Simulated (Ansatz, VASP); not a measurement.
**One calculation of Hf, two programs**

```
CELL_PARAMETERS angstrom
-1.82875 1.82875 1.82875
1.82875 -1.82875 1.82875
1.82875 1.82875 -1.82875
ATOMIC_POSITIONS crystal
Hf 0.00000 0.00000 0.00000
```

Change from the starting cell: volume scaled by 1.04.

Alike in both runs: task single point; functional PBE; k mesh 10 × 10 × 10; occupations fermi-dirac, width 0.05 eV; no spin polarisation.

|  | VASP | Ansatz |
| --- | --- | --- |
| version | VASP 6.6.1 | Ansatz 0.2.0 |
| potentials or method | VASP PAW PBE potentials, release 64 (Hf_pv) | Ansatz PAW |
| plane-wave cutoff (eV) | 520 | 420 |
| valence electrons in the cell | 10 | 26 |

Ansatz gave:

- gap on the k mesh at the Fermi level (eV): none
- pressure (GPa): -7.9

Problem. Estimate VASP's values.

Solution. gap on the k mesh at the Fermi level (eV): none; pressure (GPa): -8.3.

A gap of «none» marks a metal or a gap that the smearing closes. The two sets of potentials don't hold the same shells in valence.

Spin-orbit coupling is left out, which matters for the levels of Hf.
